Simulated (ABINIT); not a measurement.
The system is MnO.

```
Mn O
1.0
     0.00000    2.22391    2.22391
     2.22391    0.00000    2.22391
     2.22391    2.22391    0.00000
Mn O
1 1
Direct
  0.00000 0.00000 0.00000
  0.50000 0.50000 0.50000
```

The cell is a database's computed one.

| Quantity | Value |
| --- | --- |
| Program | ABINIT 10.8.3 (patched build) |
| Task | relaxation of cell and atoms |
| Functional | PBEsol |
| Potentials or basis | PseudoDojo NC SR PBEsol v0.4.1 standard |
| Cutoff | 1306 eV |
| k mesh | 8 × 8 × 8 |
| Occupations | fermi-dirac, width 0.05 eV |
| Spin | collinear spin, ferromagnetic start |
| Starting moments | [4.0, 0.0] μB |

At the start: pressure -6.7 GPa; volume 11.00 Å³/atom.

How do energy, volume and symmetry change on relaxing?

Over 6 steps the energy falls by 16.1 meV/atom and the volume is 10.31 Å³/atom (-6.3 %); space group Fm-3m (No. 225, to 0.05 Å); moment 4.62 μB per cell.

Step by step:
```tsv
step	energy change (eV)	largest force (eV/Å)	pressure (GPa)	volume (Å³)
1	0.0000	0.0000	-6.67	22.00
2	-0.0160	0.0000	-4.91	21.55
3	-0.0312	0.0000	1.60	20.43
4	-0.0320	0.0000	-0.55	20.69
5	-0.0322	0.0000	-0.03	20.62
6	-0.0322	0.0000	0.00	20.62
```

Final structure:
```
Mn O
1.0
     0.00000    2.17651    2.17651
     2.17651    0.00000    2.17651
     2.17651    2.17651    0.00000
Mn O
1 1
Direct
  0.00000 0.00000 0.00000
  0.50000 0.50000 0.50000
```

Caveat: a cell with one magnetic atom can't hold antiferromagnetic order, which such compounds often take.
